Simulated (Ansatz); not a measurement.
# LiNbO3: the cost of one run

Method: DFT PBE, scalar-relativistic, plane waves, PAW, in Ansatz 0.2.0.

1 further run of the same task is left out (set aside as unsound or not needed). Runs told in other sessions of the task aren't counted.

### Step 1. The starting structure

Symmetry: R3c, No. 161, trigonal system. Conventional cell: a = 5.190 Å, b = 5.190 Å, c = 14.017 Å, α = 90.00°, β = 90.00°, γ = 120.00°. Li (site symmetry 3) has 6 O at 2.08 to 2.27 Å in its first shell of neighbours. Nb (site symmetry 3) is surrounded by 6 O at 1.88 to 2.16 Å. O (site symmetry 1) has 2 Nb at 1.88 to 2.16 Å and 2 Li at 2.08 to 2.27 Å in its first shell of neighbours.

As a file:

```cif
data_structure
_symmetry_space_group_name_H-M 'R3c:H'
_symmetry_Int_Tables_number 161
_cell_length_a 5.1897
_cell_length_b 5.1897
_cell_length_c 14.0165
_cell_angle_alpha 90.000
_cell_angle_beta 90.000
_cell_angle_gamma 120.000
_cell_volume 326.93
loop_
_atom_site_label
_atom_site_type_symbol
_atom_site_symmetry_multiplicity
_atom_site_Wyckoff_symbol
_atom_site_fract_x
_atom_site_fract_y
_atom_site_fract_z
_atom_site_occupancy
Li1 Li 6 a 0.66667 0.33333 0.05170 1
Nb1 Nb 6 a 0.66667 0.33333 0.33291 1
O1 O 18 b 0.37191 0.99119 0.27013 1
```

It is built from the cell relaxed beforehand with the same method (10.90 Å³/atom).

### Step 2. The undisturbed cell

Contents of input.yaml:

```yaml
crystal:
  lattice:
    - [-5.1896854048, 0.0, 0.0]
    - [-2.5948427024, -4.4943993982, 0.0]
    - [-2.5948427024, -1.4981331327, 9.3443622691]
  atoms:
    - { symbol: Li, position: [0.359185516, 0.359185516, 0.922443452] }
    - { symbol: Li, position: [0.859185516, 0.859185516, 0.422443452] }
    - { symbol: Li, position: [0.109185516, 0.109185516, 0.672443452] }
    - { symbol: Li, position: [0.609185516, 0.609185516, 0.172443452] }
    - { symbol: Nb, position: [0.4997896453, 0.4997896453, 0.5006310642] }
    - { symbol: Nb, position: [0.9997896453, 0.9997896453, 0.0006310642] }
    - { symbol: Nb, position: [0.2497896453, 0.2497896453, 0.2506310642] }
    - { symbol: Nb, position: [0.7497896453, 0.7497896453, 0.7506310642] }
    - { symbol: O, position: [0.2631561092, 0.626255587, 0.0948101613] }
    - { symbol: O, position: [0.7631561092, 0.126255587, 0.5948101613] }
    - { symbol: O, position: [0.0157781425, 0.2631561092, 0.0948101613] }
    - { symbol: O, position: [0.5157781425, 0.7631561092, 0.5948101613] }
    - { symbol: O, position: [0.626255587, 0.0157781425, 0.0948101613] }
    - { symbol: O, position: [0.126255587, 0.5157781425, 0.5948101613] }
    - { symbol: O, position: [0.5131561092, 0.2657781425, 0.3448101613] }
    - { symbol: O, position: [0.0131561092, 0.7657781425, 0.8448101613] }
    - { symbol: O, position: [0.2657781425, 0.876255587, 0.3448101613] }
    - { symbol: O, position: [0.7657781425, 0.376255587, 0.8448101613] }
    - { symbol: O, position: [0.876255587, 0.5131561092, 0.3448101613] }
    - { symbol: O, position: [0.376255587, 0.0131561092, 0.8448101613] }
basis:
  ecutwfc: 420
kpoints:
  mp_grid: { grid: [5, 5, 3] }
hamiltonian:
  xc: pbe
scf:
  occupations: { method: gaussian, width: 0.05 }
output:
  forces: true
  stress: true
  eigenvalues: true
  write_density: true
  write_potential: true
  elf: true
  volumetric_format: npy
```

Launch:

```sh
$ ansatz run input.yaml --threads 2 --pin off --max-ram 5120MiB --backend cpu --events-out ev --progress --plain --runs-dir out
```

Q: Estimate wall time and peak memory on 2 threads of Intel Xeon 6975P-C (Granite Rapids), shared host.

About 13 s, with a peak of 0.74 GiB.
